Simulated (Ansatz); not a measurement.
## Pt in Ansatz: the effect of target pressure

Pt:

```
CELL_PARAMETERS angstrom
-1.58422 1.58422 1.58422
1.58422 -1.58422 1.58422
1.58422 1.58422 -1.58422
ATOMIC_POSITIONS crystal
Pt 0.00000 0.00000 0.00000
```

This isn't the form of Pt at room conditions, which is fcc.

Alike in all runs:

| Quantity | Value |
| --- | --- |
| Program | Ansatz 0.2.0 |
| Task | relaxation of cell and atoms |
| Functional | PBEsol |
| Potentials or basis | Ansatz PAW |
| Cutoff | 420 eV (not typed: the program's choice for these potentials) |
| k mesh | 12 × 12 × 12 |
| Occupations | fermi-dirac, width 0.05 eV |
| Spin | no spin polarisation |

Each run relaxes the cell or the atoms first.

| target pressure | relaxed volume (Å³/atom) |
| --- | --- |
| 0 GPa | 15.19 |
| 2 GPa | 15.09 |
| 5 GPa | 14.94 |
| 10 GPa | 14.70 |
| 20 GPa | 14.29 |
| 30 GPa | ? |

Task: What does the run with target pressure 30 GPa give?

Result: Relaxed volume 13.94 Å³/atom.

Worked out: In Murnaghan's law V^(-B') rises as a straight line in P. The other rows fit best with B' = 4.5, V0 = 15.19 Å³/atom and B0 = 283 GPa, which gives 13.93 Å³/atom at 30 GPa, against the run's 13.94.

Caveats: the plane-wave basis is chosen anew once the cell has moved, so the energies of steps on either side of that aren't comparable; the PAW data sets come from PBE, with cores solved anew for the run's functional, which leaves a small shift of forces and pressure.
